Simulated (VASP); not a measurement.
Wanted: the native input for a VASP 6.6.1 run.

```
Task                   : relaxation of cell and atoms
Functional             : BLYP
Potentials or basis    : VASP PAW PBE potentials, release 64 (I, Na_pv)
Cutoff                 : 600 eV
k mesh                 : 7 × 7 × 7
Occupations            : fermi-dirac, width 0.05 eV
Spin                   : no spin polarisation
Further INCAR settings : ALGO = Fast; EDIFF = 1e-07; IBRION = 2; EDIFFG = -0.01; NSW = 60; ISIF = 3
```

The structure of NaI lies in POSCAR:

```
NaI
1.0
    0.0000000000      3.2364000000      3.2364000000
    3.2364000000      0.0000000000      3.2364000000
    3.2364000000      3.2364000000      0.0000000000
I Na
1 1
Direct
    0.5000000000      0.5000000000      0.5000000000
    0.0000000000      0.0000000000      0.0000000000
```

These files were run (other wordings do the same):

INCAR

```
PREC = Accurate ; ENCUT = 600
EDIFF = 1E-7 ; ISMEAR = -1
SIGMA = 0.05 ; LREAL = F
LASPH = T ; NELM = 60
ALGO = Fast ; ISIF = 3
LWAVE = F ; LCHARG = F
GGA = B5 ; ALDAX = 1.0
AGGAX = 1.0 ; AGGAC = 1.0
ALDAC = 0.0 ; IBRION = 2
NSW = 60 ; EDIFFG = -0.01
```

KPOINTS

```
regular mesh
0
Gamma
  7 7 7
```

Potentials or basis: VASP PAW PBE potentials, release 64 (I, Na_pv).

Run with:

```sh
$ cat potpaw_PBE.64/I/POTCAR potpaw_PBE.64/Na_pv/POTCAR > POTCAR
$ mpirun -np 1 vasp_std > vasp.out
```

It gave:

| Property | Result |
| --- | --- |
| Relaxed volume | 36.98 Å³/atom |
| Relaxed cell | a = 4.711 Å, b = 4.711 Å, c = 4.711 Å, α = 60.00°, β = 60.00°, γ = 60.00° |
| Space group after relaxing (to 0.05 Å) | Fm-3m (No. 225) |
| Energy gained by relaxing | 13.0 meV/atom |
| Ionic steps | 3 |
| Pressure after relaxing | 0.0 GPa |
| Band gap on the k mesh | 3.50 eV, direct |

Caveat: the PAW data sets were made with another functional, which shifts forces and pressure a little; spin-orbit coupling is left out, which moves the levels of the heavy elements.

Run time: 2 min on 1 thread of AMD EPYC 9R45 96-Core Processor (Zen 5), with other jobs on the host, peak memory 0.21 GiB.
